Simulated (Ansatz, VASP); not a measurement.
**C in VASP and in Ansatz**

```
C
1.0
    -1.23997    1.23997    1.23997
     1.23997   -1.23997    1.23997
     1.23997    1.23997   -1.23997
C
1
Direct
  0.00000 0.00000 0.00000
```

Alike in both runs: task single point; functional r2SCAN; k mesh 21 × 21 × 21; occupations fermi-dirac, width 0.1 eV; no spin polarisation.

|  | VASP | Ansatz |
| --- | --- | --- |
| version | VASP 6.6.1 | Ansatz 0.2.0 |
| potentials or method | VASP PAW PBE potentials, release 64 (C) | plane waves (500 eV) with PAW, scalar-relativistic |
| plane-wave cutoff (eV) | 520 | 500 |
| valence electrons in the cell | 4 | 4 |

Ansatz gave:

- pressure (GPa): -15.9

Question: Which values does VASP return?

Answer: Pressure (GPa): -15.8.

With one functional, cell and mesh, what is left measures potentials, basis and numerics.

Caveats: so large a pressure means that the cell lies far from this level's equilibrium, or that cutoff or potentials fall short (VASP); the potentials were made for another functional, which shifts forces and pressure (VASP).
